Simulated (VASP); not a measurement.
Set up this calculation in VASP 6.6.1, as the native input.

- Task: single point
- Functional: PBEsol
- Potentials or basis: VASP PAW PBE potentials, release 64 (B)
- Cutoff: 520 eV
- k mesh: 6 × 4 × 4
- Occupations: gaussian, width 0.1 eV
- Spin: no spin polarisation
- Dipole correction: no
- Further INCAR settings: ALGO = Fast; EDIFF = 1e-07; NBANDS = 30

The structure of B lies in POSCAR:

```
B
1.0
    2.9243305020      0.0000000000      0.0000000000
   -1.3766687025      5.5921116456      0.0000000000
   -0.0262084502     -1.0768102271      5.7965602730
B
12
Direct
    0.6532878800      0.6147294500      0.5996229400
    0.8673847700      0.0766951600      0.0116197000
    0.2871836500      0.9166679200      0.9831519600
    0.5216710800      0.3620809500      0.3889769700
    0.7159223900      0.8670544000      0.1902587600
    0.1656976600      0.6538722300      0.7528114200
    0.7277629900      0.8979064100      0.7400325700
    0.8397873200      0.9492606100      0.4741196800
    0.1608931800      0.6237289000      0.0451577300
    0.0280291700      0.3675553700      0.1577650100
    0.3981913500      0.0816985600      0.4505145900
    0.6271355900      0.5666050100      0.2219756900
```

The input as run:

INCAR

```
PREC = Accurate ; ENCUT = 520
EDIFF = 1E-7 ; ISMEAR = 0
SIGMA = 0.1 ; LREAL = False
LASPH = True ; NELM = 100
ALGO = Fast ; ISIF = 2
LWAVE = False ; LCHARG = False
GGA = PS ; NBANDS = 30
```

KPOINTS

```
regular mesh
0
Gamma
  6 4 4
```

Potentials or basis: VASP PAW PBE potentials, release 64 (B).

The run is started by

```bash
$ cat potpaw_PBE.64/B/POTCAR > POTCAR
$ mpirun -np 1 vasp_std > vasp.out
```

Results of the run:

```json
{
 "Pressure": "-0.2 GPa",
 "Largest force": "0.409 eV/Å",
 "Band gap on the k mesh": "none (metal or under the smearing width)"
}
```

Caveat: the k mesh is coarse (spacing up to 0.37 Å⁻¹), so the values aren't converged; the PAW data sets were made with another functional, which shifts forces and pressure a little.

Run time: 70 s on 1 thread of Intel(R) Xeon(R) 6975P-C (Granite Rapids), on a shared host, peak memory 0.26 GiB.
